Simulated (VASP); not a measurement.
Runs of VASP 6.6.1 on GaSb. The structure is cubic, space group F-43m (No. 216). The conventional cell has a = 6.118 Å, b = 6.118 Å, c = 6.118 Å, α = 90.00°, β = 90.00°, γ = 90.00°. Sb (site symmetry -43m) is surrounded by 4 Ga at 2.65 Å. Around Ga (site symmetry -43m) lie 4 Sb at 2.65 Å. 

| task | level | cell | cutoff (eV) | gap on the mesh (eV) | pressure (GPa) | relaxed volume (Å³/atom) |
| --- | --- | --- | --- | --- | --- | --- |
| relaxation of cell and atoms | PW91 | relaxed | 600 | none | 0.0 | 30.00 |
| band structure | RPBE | as given | 520 | 0.13 | (a) | - |
| relaxation of cell and atoms | RPBE | relaxed | 600 | none | 0.0 | (b) |
| relaxation of cell and atoms | BLYP | relaxed | 600 | none | -0.1 | 32.18 |

Alike in all rows: potentials or basis VASP PAW PBE potentials, release 64 (Sb, Ga_d); no spin polarisation; k mesh 8 × 8 × 8; smearing fermi-dirac 0.05 eV.

**Question.** Estimate the missing entries.

**Answer.** (a) 4.0; (b) 31.02.

Caveats: the PAW data sets were made with another functional, which shifts forces and pressure a little; this crystal is a semiconductor, whose small gap the functional closes, so the metal is an error of the method (some runs); spin-orbit coupling is left out, which moves the levels of the heavy elements (some runs); the volume moved by +12 % from the deposited cell, more than functionals usually miss (some runs).

A k mesh can miss the band edges, and the runs leave out spin-orbit coupling on Ga, Sb.

A gap of «none» marks a metal or a gap under the smearing width.
